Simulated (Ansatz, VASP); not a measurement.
# BN: VASP beside Ansatz

INCAR

```
SYSTEM = BN
ALGO     = Normal         ! electronic algorithm
EDIFF    = 1E-6           ! SCF threshold, eV
ENCUT    = 520            ! plane-wave cutoff, eV
GGA      = PE             ! functional
ISIF     = 2              ! what is computed and relaxed
ISMEAR   = -1             ! smearing method
LASPH    = .True.         ! aspherical terms in the spheres
LCHARG   = .False.        ! write CHGCAR
LREAL    = .False.        ! projectors in reciprocal space
LWAVE    = .False.        ! write WAVECAR
NBANDS   = 16             ! bands
NELM     = 100            ! most SCF steps
PREC     = Accurate       ! precision mode
SIGMA    = 0.02           ! smearing width, eV
```

File KPOINTS:

```
k-points
0
Gamma
  11 11 4
  0 0 0
```

Contents of POSCAR:

```
BN
1.0
    2.5039917043      0.0000000000      0.0000000000
   -1.2519958522      2.1685204268      0.0000000000
    0.0000000000      0.0000000000      6.8610360000
B N
2 2
Direct
    0.3333333333      0.6666666667      0.2500000000
    0.6666666667      0.3333333333      0.7500000000
    0.3333333333      0.6666666667      0.7500000000
    0.6666666667      0.3333333333      0.2500000000
```

Input for Ansatz:

```yaml
crystal:
  lattice:
    - [2.5039917043, 0.0, 0.0]
    - [-1.2519958522, 2.1685204268, 0.0]
    - [0.0, 0.0, 6.861036]
  atoms:
    - { symbol: B, position: [0.3333333333, 0.6666666667, 0.25] }
    - { symbol: B, position: [0.6666666667, 0.3333333333, 0.75] }
    - { symbol: "N", position: [0.3333333333, 0.6666666667, 0.75] }
    - { symbol: "N", position: [0.6666666667, 0.3333333333, 0.25] }
kpoints:
  mp_grid: { grid: [11, 11, 4] }
  band_path:
    path:
      - [0.0, 0.0, 0.0]
      - [0.5, 0.0, 0.0]
      - [0.3333333333, 0.3333333333, 0.0]
      - [0.0, 0.0, 0.0]
      - [0.0, 0.0, 0.5]
      - [0.5, 0.0, 0.5]
      - [0.3333333333, 0.3333333333, 0.5]
      - [0.0, 0.0, 0.5]
      - [0.5, 0.0, 0.5]
    npoints: 5
scf:
  occupations: { method: fermi_dirac, width: 0.02 }
hamiltonian:
  xc: pbe
  pseudopotentials: { kind: all_electron, lapw: { basis_error: 0.001 } }
output:
  forces: true
  stress: true
  eigenvalues: true
```

Change from the starting cell: zz strain of +3 %.

Alike in both runs: task single point; functional PBE; k mesh 11 × 11 × 4; occupations fermi-dirac, width 0.02 eV; no spin polarisation.

|  | VASP | Ansatz |
| --- | --- | --- |
| version | VASP 6.6.1 | Ansatz 0.2.0 |
| potentials or method | VASP PAW PBE potentials, release 64 (B, N) | all-electron LAPW, scalar-relativistic |
| plane-wave cutoff (eV) | 520 | see its input |

VASP gave:

- gap on the k mesh at the Fermi level (eV): 4.38
- pressure (GPa): 3.0
- largest component of the traceless stress (GPa): 1.16

Problem. Which values does Ansatz return?

Solution. gap on the k mesh at the Fermi level (eV): 4.38; pressure (GPa): 2.9; largest component of the traceless stress (GPa): 0.91.

Ansatz ran all-electron here, so the differences hold the error of VASP's frozen core and of both bases.

Caveats: an odd mesh through Γ misses points on the zone boundary, where band edges often lie; this functional lacks dispersion, which binds the layers, so the pressure and a relaxed spacing across them are unreliable.
